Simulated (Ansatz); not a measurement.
**Pb: which structure is lowest?**

These are results of DFT, revPBE, plane waves (420 eV) with PAW, scalar-relativistic in Ansatz, not measurements. The PAW files were generated under PBE, with cores re-solved for the functional.

Each structure is relaxed within its own symmetry, so a high-lying one may be dynamically unstable.

```json
{"structure": "fcc", "ΔE (meV/atom)": "0", "V (Å³/atom)": "32.82", "cell": "a = 5.082 Å", "magnetic state": "spin not included"}
{"structure": "dhcp", "ΔE (meV/atom)": "3", "V (Å³/atom)": "32.86", "cell": "a = 3.609 Å, c = 11.653 Å (c/a = 3.229)", "magnetic state": "spin not included"}
{"structure": "hcp", "ΔE (meV/atom)": "17", "V (Å³/atom)": "32.81", "cell": "a = 3.589 Å, c = 5.884 Å (c/a = 1.639)", "magnetic state": "spin not included"}
{"structure": "bcc", "ΔE (meV/atom)": "41", "V (Å³/atom)": "32.84", "cell": "a = 4.035 Å", "magnetic state": "spin not included"}
{"structure": "A15", "ΔE (meV/atom)": "49", "V (Å³/atom)": "33.87", "cell": "a = 6.471 Å", "magnetic state": "spin not included"}
{"structure": "omega (AlB2-type)", "ΔE (meV/atom)": "52", "V (Å³/atom)": "33.17", "cell": "a = 5.753 Å, c = 3.472 Å (c/a = 0.604)", "magnetic state": "spin not included"}
{"structure": "simple cubic", "ΔE (meV/atom)": "191", "V (Å³/atom)": "35.44", "cell": "a = 3.285 Å", "magnetic state": "spin not included"}
{"structure": "diamond", "ΔE (meV/atom)": "227", "V (Å³/atom)": "45.49", "cell": "a = 7.140 Å", "magnetic state": "spin not included"}
```

ΔE counts from fcc.

Differences under about 8 meV lie within the error of the k-point mesh.
